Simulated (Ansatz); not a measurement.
A generator proposed this cell of AlN.

```cif
data_structure
_symmetry_space_group_name_H-M 'Pnma'
_symmetry_Int_Tables_number 62
_cell_length_a 5.0906
_cell_length_b 3.1097
_cell_length_c 5.2272
_cell_angle_alpha 90.000
_cell_angle_beta 90.000
_cell_angle_gamma 90.000
_cell_volume 82.75
loop_
_atom_site_label
_atom_site_type_symbol
_atom_site_symmetry_multiplicity
_atom_site_Wyckoff_symbol
_atom_site_fract_x
_atom_site_fract_y
_atom_site_fract_z
_atom_site_occupancy
Al1 Al 4 c 0.82107 0.75000 0.40954 1
N1 N 4 c 0.82107 0.25000 0.59046 1
```

Computed with DFT PBE, scalar-relativistic, plane waves, PAW (Ansatz 0.2.0). Plane waves to 420 eV, a k mesh through Γ of 4×6×4 on the computed 8-atom cell and Gaussian smearing (0.10 eV); no spin polarisation.

Energies over the elements count from the elements' standard structures at the same level (N₂ as a molecule), with no fitted energy shifts.

Problem. How far from equilibrium is it?

Solution. The pressure is 29.0 GPa (the mean over three directions, positive in compression), the largest force is 2.85 eV/Å, and the energy is −1.08 eV/atom against the elements. The shortest distance is 1.82 Å.

Problem. How much does it gain on relaxing, and where does it end?

Solution. Relaxing gains about 0.17 eV/atom in 13 ionic steps and ends at −1.254 eV/atom on the finer mesh. The symmetry stays Pnma (No. 62). The volume per atom grows by 17.0 %, from 10.3 to 12.1 Å³. The shortest distance goes from 1.82 Å (Al–N) to 1.84 Å (Al–N). Conventional cell: a = 5.779 Å, b = 3.204 Å, c = 5.228 Å. Al has 4 N at 1.84–1.97 Å; N has 4 Al at 1.84–1.97 Å.

The last run used a 4×8×6 mesh (in the run's order of axes) for its 8-atom cell and Gaussian smearing of 0.02 eV. The relaxation can't lower the symmetry of the start. Symmetry constrained the relaxation, so the result can be a saddle point. Another cell of AlN relaxed alike, in P3m1, lies 103 meV/atom lower, so this cell isn't the stable form at this level.
